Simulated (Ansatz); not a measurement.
Runs of Ansatz 0.2.0 on SiC (Moissanite). Symmetry: P6_3mc, No. 186, hexagonal system. The conventional cell has a = 3.076 Å, b = 3.076 Å, c = 5.048 Å, α = 90.00°, β = 90.00°, γ = 120.00°. Around Si (site symmetry 3m) lie 4 C at 1.87 to 1.94 Å. C (site symmetry 3m) has 4 Si at 1.87 to 1.94 Å as nearest neighbours. 

| task | level | cell | cutoff (eV) | points for each segment of the path | gap on the mesh (eV) | pressure (GPa) | V0 of scaled cells (Å³/atom) | relaxed volume (Å³/atom) | B0 (GPa) |
| --- | --- | --- | --- | --- | --- | --- | --- | --- | --- |
| equation of state | m-r2SCAN | as given | 500 | - | - | - | 10.35 | - | 227 |
| band structure | PBEsol | as given | 420 | 14 | (b) | (a) | - | - | - |
| relaxation of cell and atoms | LDA | relaxed | 420 | - | (c) | 0.0 | - | 10.14 | - |
| relaxation of cell and atoms | RPBE+D4 | relaxed | 420 | - | 2.44 | 0.0 | - | 10.19 | - |
| equation of state | BLYP+D4 | as given | 420 | - | - | - | 10.32 | - | 211 |

Alike in all rows: potentials or basis Ansatz PAW; no spin polarisation; k mesh 10 × 10 × 5; smearing fermi-dirac 0.05 eV.

Task: Fill in the values left out.

Result: (a) 0.3; (b) 2.33; (c) 2.29.

Caveats: the PAW data sets come from PBE, with cores solved anew for the run's functional, which leaves a small shift of forces and pressure (some runs); the cell was scaled at fixed shape and fractional positions, which overstates the stiffness of a crystal with free parameters, most of all of layers and chains (some runs); odd divisions of the mesh miss points on the zone boundary, where band edges often lie, so the gap on the mesh can be too wide (some runs); the plane-wave basis is chosen anew once the cell has moved, so the energies of steps on either side of that aren't comparable (some runs); the PAW data sets were made with another functional, which shifts forces and pressure a little (some runs); the k mesh misses the band edges, so the gap on the mesh is wider than the one along the path (some runs); the potentials were made for another functional, which shifts forces and pressure (some runs).

Runs at the PBE level aren't shown here.
